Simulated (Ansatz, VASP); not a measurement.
## GeSe7: VASP beside Ansatz

```
Ge Se
1.0
     0.00000    5.24953    5.24953
     5.24953    0.00000    5.24953
     5.24953    5.24953    0.00000
Ge Se
1 7
Direct
  0.00000 0.00000 0.00000
  0.50000 0.50000 0.50000
  0.00000 0.00000 0.50000
  0.50000 0.00000 0.50000
  0.00000 0.50000 0.50000
  0.50000 0.50000 0.00000
  0.00000 0.50000 0.00000
  0.50000 0.00000 0.00000
```

Change from the starting cell: species swapped into the Mg7Sc type (Fm-3m, No. 225).

Alike in both runs: task single point; functional PBE; k mesh 4 × 4 × 4; occupations gaussian, width 0.1 eV; no spin polarisation.

|  | VASP | Ansatz |
| --- | --- | --- |
| version | VASP 6.6.1 | Ansatz 0.2.0 |
| potentials or method | VASP PAW PBE potentials, release 64 (Ge_d, Se) | scalar-relativistic, plane waves, PAW |
| plane-wave cutoff (eV) | 520 | 420 |
| valence electrons in the cell | 56 | 126 |

```tsv
	VASP	Ansatz	Ansatz less VASP
gap on the k mesh at the Fermi level (eV)	none	none	-
pressure (GPa)	-9.5	-9.5	0.00
```

A gap of «none» marks a metal or a gap that the smearing closes. The two sets of potentials don't hold the same shells in valence.
